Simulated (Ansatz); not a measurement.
TaN, DFT, PBEsol, all-electron PAW with datasets made for the crystal, scalar-relativistic (Ansatz 0.2.0), run on 1 thread of Intel(R) Xeon(R) Platinum 8488C (Sapphire Rapids) on a shared host.

The geometry is COD entry 1523630, unchecked; take it as a test cell.

Command: `ansatz run input.yaml --threads 1 --pin off --max-ram 6144MiB --backend cpu --events-out ev --progress --plain --runs-dir out`

```yaml
crystal:
  lattice:
    - [3.0480019786, 0.0, 0.0]
    - [-1.5240009893, 2.6396471442, 0.0]
    - [0.0, 0.0, 4.918]
  atoms:
    - { symbol: Ta, position: [0.0, 0.0, 0.0] }
    - { symbol: Ta, position: [0.0, 0.0, 0.5] }
    - { symbol: "N", position: [0.3333333333, 0.6666666667, 0.25] }
    - { symbol: "N", position: [0.6666666667, 0.3333333333, 0.75] }
kpoints:
  mp_grid: { grid: [9, 9, 5] }
  band_path:
    path:
      - [0.0, 0.0, 0.0]
      - [0.5, 0.0, 0.0]
      - [0.3333333333, 0.3333333333, 0.0]
      - [0.0, 0.0, 0.0]
      - [0.0, 0.0, 0.5]
      - [0.5, 0.0, 0.5]
      - [0.3333333333, 0.3333333333, 0.5]
      - [0.0, 0.0, 0.5]
      - [0.5, 0.0, 0.5]
    npoints: 8
scf:
  occupations: { method: fermi_dirac, width: 0.01 }
hamiltonian:
  xc: pbesol
  pseudopotentials: { kind: all_electron, datasets: crystal }
output:
  forces: true
  stress: true
  eigenvalues: true
  efg: { contact_densities: true }
```

Q: How large is the problem that the program sets up?

A: 36 irreducible k-points, 1001 plane waves at Γ, 43 bands.

Q: About how long does it take, and how much memory does it use?

A: 36 s of wall time for 9 SCF iterations, with a peak of 0.77 GiB. Times on shared machines scatter by tens of per cent.

Q: And the same cell and mesh by full-potential LAPW, asked for forces, stress, eigenvalues, fatbands, populations, dos and the same band path, on the same hardware?

A: 85 s, peak memory 0.6 GiB.

Q: And the same cell and mesh by frozen-core PAW, asked for forces, stress, eigenvalues, efg, populations, bader, dos, write_density, write_potential, elf and the same band path, on the same hardware?

A: 47 s, peak memory 0.44 GiB.
